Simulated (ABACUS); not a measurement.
**NaCl: single point with rSCAN**

The system is NaCl.

```
Cl Na
1.0
     0.00000    2.79406    2.79406
     2.79406    0.00000    2.79406
     2.79406    2.79406    0.00000
Cl Na
1 1
Cartesian
  2.7941 2.7941 2.7941
  0.0000 0.0000 0.0000
```

The cell is a database's computed one.

```json
{
 "Program": "ABACUS 3.10.1",
 "Task": "single point",
 "Functional": "rSCAN",
 "Potentials or basis": "SG15 ONCV 1.2 PBE",
 "Cutoff": "1401 eV",
 "Density cutoff": "5606 eV",
 "Basis": "plane waves",
 "k mesh": "5 × 5 × 5",
 "Occupations": "fermi-dirac, width 0.05 eV",
 "Spin": "no spin polarisation"
}
```

The pressure is 0.3 GPa and the band gap on the k mesh is 5.89 eV, direct.

Levels at points of the mesh, in eV from the valence-band top:
```
           k point  band 5  band 6  band 7  band 8  band 9  band 10  band 11  band 12
(0.00, 0.00, 0.00)  -13.36    0.00    0.00    0.00    5.89    11.95    11.95    11.95
```

It took 18 s on 4 MPI ranks on Intel(R) Xeon(R) Platinum 8488C (Sapphire Rapids), on a shared host, peak memory 0.48 GiB a rank.

Caveat: the potentials were made for another functional, which shifts forces and pressure.
